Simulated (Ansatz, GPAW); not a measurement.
# Sn: programs and potentials compared

```
Sn
1.0
    -2.94014    2.94014    1.59930
     2.94014   -2.94014    1.59930
     2.94014    2.94014   -1.59930
Sn
2
Direct
  0.00000 0.00000 0.00000
  0.75000 0.25000 0.50000
```

Alike in all runs: task single point; functional PBE; k mesh 9 × 9 × 9; occupations gaussian, width 0.012 eV; no spin polarisation; no spin-orbit coupling. Pressure is positive in compression and, in plane waves, holds the error of the finite cutoff, which Ansatz's Pulay term estimates and takes out.

```csv
program and potentials,plane-wave cutoff (eV),notes,pressure (GPa)
"Ansatz, Ansatz PAW",420,Pulay term of +0.03 GPa included,1.42
"Ansatz, all-electron LAPW, scalar-relativistic",-,-,1.42
"GPAW, GPAW PAW data sets (gpaw-data 1.2.1)",600,-,1.14
```

The pressure spans 1.14 (GPAW, GPAW PAW data sets (gpaw-data 1.2.1)) to 1.42 GPa (Ansatz, all-electron LAPW, scalar-relativistic), with all-electron results at 1.42.

The functional is the same throughout but for its coding, so the spread measures potentials, basis and numerics; runs on potential files found faulty are left out.
